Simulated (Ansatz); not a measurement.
## Response of Ti to small distortions

```
CELL_PARAMETERS angstrom
2.95000 0.00000 0.00000
-1.47500 2.55477 0.00000
0.00000 0.00000 4.68600
ATOMIC_POSITIONS crystal
Ti 0.33333 0.66667 0.25000
Ti 0.66667 0.33333 0.75000
```

Atoms are numbered in the order listed.

The cell is COD entry 9008517, as deposited and not checked against the literature; nothing was relaxed.

Theory: DFT, PBE, PAW with Ansatz's default frozen-core files, scalar-relativistic in Ansatz 0.2.0.

Sampling and basis: a Γ-centred 13×13×7 k mesh, Fermi–Dirac smearing of 0.08 eV, cutoff 420 eV, no spin polarisation.

The unchanged cell is at -1.57 GPa.

In a metal, stresses and small energies carry noise from the k mesh.

x, y and z are the Cartesian axes of the cell as listed; fractional coordinates follow a strain, and an engineering shear is twice the off-diagonal strain component.

Problem. One change gave: energy change +0.8 meV/atom; stress change (xx, yy, zz, yz, xz, xy) 0.01, 0.01, 0.01, -0.40, -0.40, -0.61 GPa, compression positive; change of the force on Ti2 (0.027, 0.000, -0.001) eV/Å. Which change was it?
A. equal xy, yz and zx engineering shear strains of +3 %
B. equal xy, yz and zx engineering shear strains of +2 %
C. equal xy, yz and zx engineering shear strains of -3 %
D. equal xy, yz and zx engineering shear strains of -1 %
E. equal xy, yz and zx engineering shear strains of -2 %
F. equal xy, yz and zx engineering shear strains of +1 %

Solution. F. For equal xy, yz and zx engineering shear strains of -2 %: energy change +3.2 meV/atom; stress change (xx, yy, zz, yz, xz, xy) 0.03, 0.05, 0.03, 0.84, 0.84, 1.28 GPa, compression positive; change of the force on Ti1 (0.055, 0.001, 0.007) eV/Å. For equal xy, yz and zx engineering shear strains of +3 %: energy change +6.6 meV/atom; stress change (xx, yy, zz, yz, xz, xy) 0.06, 0.13, 0.05, -1.11, -1.12, -1.74 GPa, compression positive; change of the force on Ti2 (0.076, -0.003, -0.012) eV/Å. For equal xy, yz and zx engineering shear strains of -3 %: energy change +7.3 meV/atom; stress change (xx, yy, zz, yz, xz, xy) 0.08, 0.11, 0.06, 1.27, 1.28, 1.92 GPa, compression positive; change of the force on Ti1 (0.083, 0.003, 0.016) eV/Å. For equal xy, yz and zx engineering shear strains of -1 %: energy change +0.8 meV/atom; stress change (xx, yy, zz, yz, xz, xy) 0.01, 0.01, 0.01, 0.41, 0.41, 0.63 GPa, compression positive; change of the force on Ti1 (0.028, 0.000, 0.001) eV/Å. For equal xy, yz and zx engineering shear strains of +2 %: energy change +3.0 meV/atom; stress change (xx, yy, zz, yz, xz, xy) 0.03, 0.06, 0.02, -0.77, -0.77, -1.20 GPa, compression positive; change of the force on Ti2 (0.052, -0.001, -0.006) eV/Å.
